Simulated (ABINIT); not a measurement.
# ZnS (Wurtzite-2H) (P6_3mc) in ABINIT: further runs, part 2 of 2

ABINIT 10.8.3 (patched build). Earlier steps stand in the parts before.

## 3. Band structure, TB-mBJ

run.abi reads:

```
# Datasets: ground state, then fixed potential
ndtset 2

# Pseudopotentials
pp_dirpath "./"
pseudos "Zn.LDA_PW-JTH.xml, S.LDA_PW-JTH.xml"

# Structure
acell 3.811 3.811 6.234 Angstrom
rprim
     1.0000000000     0.0000000000     0.0000000000
    -0.5000000000     0.8660254038     0.0000000000
     0.0000000000     0.0000000000     1.0000000000
ntypat 2
znucl 30 16
natom 4
typat 1 1 2 2
xred
     0.6666666667     0.3333333333     0.5000000000
     0.3333333333     0.6666666667     0.0000000000
     0.6666666667     0.3333333333     0.8850000000
     0.3333333333     0.6666666667     0.3850000000

# Plane-wave basis
ecut 26.0
pawecutdg 48.0

# Exchange and correlation
ixc -208012
usekden 1
pawxcdev 0

# Bands and occupations
occopt 3
tsmear 0.00183747

# SCF cycle
nstep 100
diemix 0.3
optforces 0
optstress 0

# Output
iomode 3
prtwf 0
prteig 0
prtebands 0
prtden1 1
prtkden1 1

# Dataset 1
kptopt1 1
ngkpt1 5 5 3
nshiftk1 1
shiftk1 0.0 0.0 0.0
nband1 22
tolvrs1 1.0e-7

# Dataset 2: bands along G-M-K-G-A-L-H-A
iscf2 -2
getden2 1
getkden2 1
nband2 28
nbdbuf2 4
tolwfr2 1.0e-11
kptopt2 -7
ndivsm2 5
prteig2 1
prtvol2 -3
kptbounds2
     0.0000000000     0.0000000000     0.0000000000
     0.5000000000     0.0000000000     0.0000000000
     0.3333333333     0.3333333333     0.0000000000
     0.0000000000     0.0000000000     0.0000000000
     0.0000000000     0.0000000000     0.5000000000
     0.5000000000     0.0000000000     0.5000000000
     0.3333333333     0.3333333333     0.5000000000
     0.0000000000     0.0000000000     0.5000000000
```

Potentials or basis: JTH PAW LDA v2.0.

Launch:

```bash
abinit run.abi > log 2>&1
```

run.abo:

```text
.Version 10.8.3 of ABINIT
 DATASET    1 : space group P6_3 m c (#186); Bravais hP (primitive hexag.)
================================================================================
 Values of the parameters that define the memory need for DATASET  1.
     intxc =       0    ionmov =       0      iscf =       7    lmnmax =      18
     lnmax =       6     mgfft =      60  mpssoang =       3    mqgrid =    3675
     natom =       4  nloc_mem =       2    nspden =       1   nspinor =       1
    nsppol =       1      nsym =      12    n1xccc =       1    ntypat =       2
    occopt =       3   xclevel =       2
       mpw =        3370          nfft =       77760          nkpt =          10
 PAW method is used; the additional fine FFT grid is defined by:
   mgfftf=        75    nfftf =    172800
================================================================================
================================================================================

 DATASET    2 : space group P6_3 m c (#186); Bravais hP (primitive hexag.)
================================================================================
 Values of the parameters that define the memory need for DATASET  2.
     intxc =       0    ionmov =       0      iscf =      -2    lmnmax =      18
     lnmax =       6     mgfft =      60  mpssoang =       3    mqgrid =    3675
     natom =       4  nloc_mem =       2    nspden =       1   nspinor =       1
    nsppol =       1      nsym =      12    n1xccc =       1    ntypat =       2
    occopt =       3   xclevel =       2
       mpw =        3372          nfft =       77760          nkpt =          56
 PAW method is used; the additional fine FFT grid is defined by:
   mgfftf=        75    nfftf =    172800
================================================================================
================================================================================

--------------------------------------------------------------------------------
------------- Echo of variables that govern the present computation ------------
[... 972 lines left out ...]
   0.51666    0.59019    0.59019    0.60140
 kpt#   2, nband= 28, wtk=  1.00000, kpt=  0.0556  0.0000  0.0000 (reduced coord)
  -0.26949   -0.23957   -0.00829   -0.00808   -0.00569   -0.00555   -0.00499    0.01345
   0.01353    0.01558    0.01624    0.02183    0.03904    0.17856    0.18237    0.20696
   0.21142    0.21172    0.35569    0.37289    0.46914    0.47549    0.48601    0.51483
   0.52020    0.58172    0.58772    0.59505
 kpt#   3, nband= 28, wtk=  1.00000, kpt=  0.1111  0.0000  0.0000 (reduced coord)
  -0.26740   -0.23840   -0.00830   -0.00752   -0.00541   -0.00484   -0.00440    0.01313
   0.01349    0.01440    0.01635    0.02265    0.04228    0.16400    0.17746    0.19226
   0.20878    0.20882    0.36890    0.38593    0.46214    0.48274    0.49156    0.51210
   0.53048    0.56155    0.58263    0.58539
 kpt#   4, nband= 28, wtk=  1.00000, kpt=  0.1667  0.0000  0.0000 (reduced coord)
  -0.26406   -0.23662   -0.00819   -0.00667   -0.00499   -0.00373   -0.00340    0.01261
[... 249 lines left out ...]
  -0.25413   -0.25411   -0.00719   -0.00719   -0.00649   -0.00649   -0.00254   -0.00254
   0.01502    0.01502    0.01507    0.01507    0.12276    0.12277    0.18391    0.18391
   0.19271    0.19271    0.40460    0.40464    0.46538    0.46539    0.49680    0.49681
   0.50822    0.50824    0.65021    0.65271
 kpt#  55, nband= 28, wtk=  1.00000, kpt=  0.0303  0.0303  0.5000 (reduced coord)
  -0.25567   -0.25565   -0.00724   -0.00724   -0.00705   -0.00705   -0.00292   -0.00292
   0.01503    0.01503    0.01503    0.01503    0.12354    0.12356    0.19394    0.19394
   0.19662    0.19662    0.39262    0.39265    0.47798    0.47799    0.48870    0.48871
   0.50393    0.50395    0.65518    0.65531
 kpt#  56, nband= 28, wtk=  1.00000, kpt=  0.0000  0.0000  0.5000 (reduced coord)
  -0.25620   -0.25617   -0.00724   -0.00724   -0.00724   -0.00724   -0.00305   -0.00305
   0.01503    0.01503    0.01503    0.01503    0.12368    0.12370    0.19794    0.19794
   0.19794    0.19794    0.38790    0.38794    0.48584    0.48584    0.48585    0.48585
   0.49929    0.49931    0.65746    0.65746

== END DATASET(S) ==============================================================
================================================================================

 -outvars: echo values of variables after computation  --------
            acell      7.2017462658E+00  7.2017462658E+00  1.1780552669E+01 Bohr
           etotal1    -1.1783946118E+02
            fcart1     9.9999999999E+99  9.9999999999E+99  9.9999999999E+99
                       9.9999999999E+99  9.9999999999E+99  9.9999999999E+99
                       9.9999999999E+99  9.9999999999E+99  9.9999999999E+99
                       9.9999999999E+99  9.9999999999E+99  9.9999999999E+99
            rprim      1.0000000000E+00  0.0000000000E+00  0.0000000000E+00
                      -5.0000000000E-01  8.6602540380E-01  0.0000000000E+00
                       0.0000000000E+00  0.0000000000E+00  1.0000000000E+00
           strten1     9.9999999999E+99  9.9999999999E+99  9.9999999999E+99
                       9.9999999999E+99  9.9999999999E+99  9.9999999999E+99
           xangst      1.9055000000E+00  1.1001409380E+00  3.1170000000E+00
                      -1.0195384496E-16  2.2002818759E+00  0.0000000000E+00
                       1.9055000000E+00  1.1001409380E+00  5.5170900000E+00
                      -1.0195384496E-16  2.2002818759E+00  2.4000900000E+00
             xred      6.6666666667E-01  3.3333333333E-01  5.0000000000E-01
                       3.3333333333E-01  6.6666666667E-01  0.0000000000E+00
                       6.6666666667E-01  3.3333333333E-01  8.8500000000E-01
                       3.3333333333E-01  6.6666666667E-01  3.8500000000E-01
 Calculation completed.
```

It took 15 min on 1 thread of Arm Neoverse V2, shared host; peak memory 0.24 GiB.

What came out:

```
Band gap on the k mesh                                : 3.74 eV, direct
Band gap along the path                               : 3.74 eV, direct
Valence electrons inside the program's atomic spheres : Zn 10.70; S 3.71, 3.69
```

Levels at the corners of the path, in eV from the valence-band top:
| point | band 14 | band 15 | band 16 | band 17 | band 18 | band 19 | band 20 | band 21 | band 22 | band 23 |
| --- | --- | --- | --- | --- | --- | --- | --- | --- | --- | --- |
| Γ | -0.78 | -0.78 | -0.01 | 0.00 | 0.00 | 3.74 | 4.21 | 7.08 | 7.08 | 7.36 |
| M | -3.79 | -2.89 | -2.08 | -1.39 | -0.90 | 4.62 | 5.35 | 5.98 | 7.75 | 8.37 |
| K | -3.90 | -3.53 | -2.02 | -2.02 | -2.01 | 5.37 | 6.87 | 6.87 | 8.56 | 8.56 |
| Γ | -0.78 | -0.78 | -0.01 | 0.00 | 0.00 | 3.74 | 4.21 | 7.08 | 7.08 | 7.36 |
| A | -2.42 | -0.40 | -0.40 | -0.40 | -0.40 | 4.77 | 4.77 | 7.43 | 7.43 | 7.43 |
| L | -4.44 | -1.53 | -1.53 | -1.41 | -1.41 | 4.71 | 4.71 | 5.96 | 5.96 | 9.58 |
| H | -4.31 | -2.82 | -2.82 | -1.18 | -1.18 | 5.53 | 5.53 | 7.33 | 7.33 | 8.19 |
| A | -2.42 | -0.40 | -0.40 | -0.40 | -0.40 | 4.77 | 4.77 | 7.43 | 7.43 | 7.43 |

Caveat: the constant c of TB-mBJ comes from the pseudo density here, which moves gaps by up to 0.3 eV between sets of potentials.

## 4. Against experiment

Step 2. A measured gap of ZnS is 3.911 eV (direct; 4 K; a printed reference work, monograph); the calculated 2.80 eV misses it by -1.11 eV. The value is that of r2SCAN, without temperature or zero-point motion.

Step 3. Against the measured gap of ZnS, 3.911 eV (direct; 4 K; a printed reference work, monograph), the calculated 3.74 eV is off by -0.17 eV. The value is that of TB-mBJ, without temperature or zero-point motion.
